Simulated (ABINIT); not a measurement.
BN, 2 atoms in the cell. The structure is cubic, space group F-43m (No. 216). Conventional cell: a = 3.626 Å, b = 3.626 Å, c = 3.626 Å, α = 90.00°, β = 90.00°, γ = 90.00°. N (site symmetry -43m) has 4 B at 1.57 Å as nearest neighbours. B (site symmetry -43m) is surrounded by 4 N at 1.57 Å. The cell is a database's computed one.

| Quantity | Value |
| --- | --- |
| Program | ABINIT 10.8.3 (patched build) |
| Task | band structure |
| Functional | r2SCAN |
| Potentials or basis | PseudoDojo NC SR PBE v0.4.1 standard |
| Cutoff | 1361 eV |
| k mesh | 13 × 13 × 13 |
| Occupations | fermi-dirac, width 0.05 eV |
| Spin | no spin polarisation |

Potentials or basis: PseudoDojo NC SR PBE v0.4.1 standard.

Command:

```bash
$ abinit run.abi > log 2>&1
```

Hardware: 1 thread of Intel(R) Xeon(R) Platinum 8488C (Sapphire Rapids), on a shared host.

Question: Estimate the wall time of this run.

Answer: Run time: 5.5 min on 1 thread of Intel(R) Xeon(R) Platinum 8488C (Sapphire Rapids) (shared host), peak memory 0.12 GiB. Counts: scf iterations 9, mpi ranks 1, k points 84, bands 8, plane waves 1381.
